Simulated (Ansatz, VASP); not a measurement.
**WS2 in VASP and in Ansatz**

```xyz
3
Lattice="3.1593 0.0000 0.0000 -1.5796 2.7360 0.0000 0.0000 0.0000 32.3040" Properties=species:S:1:pos:R:3 pbc="T T T"
S     1.5796    0.9120   14.5759
S     1.5796    0.9120   17.7281
W     0.0000    1.8240   16.1520
```

Alike in both runs: functional PBE; dispersion D3(BJ); k mesh 12 × 12 × 1; occupations gaussian, width 0.02 eV; no spin polarisation.

Ansatz relaxed the structure, and its values are those at the end. VASP's run is a single point on that final structure, the one shown.

```csv
,VASP,Ansatz
version,VASP 6.6.1,Ansatz 0.2.0
potentials or method,"VASP PAW PBE potentials, release 64 (S, W_sv)","scalar-relativistic, plane waves, PAW"
plane-wave cutoff (eV),520,420
valence electrons in the cell,26,26
```

|  | VASP | Ansatz | Ansatz less VASP |
| --- | --- | --- | --- |
| gap on the k mesh at the Fermi level (eV) | 1.92 | 1.92 | -0.003 |
| least direct gap on the mesh (eV) | 1.92 | 1.92 | -0.003 |

Caveats: spin-orbit coupling is left out, which moves the levels of the heavy elements. Expect the measured gap to be larger: semilocal functionals such as PBE lack the derivative discontinuity.
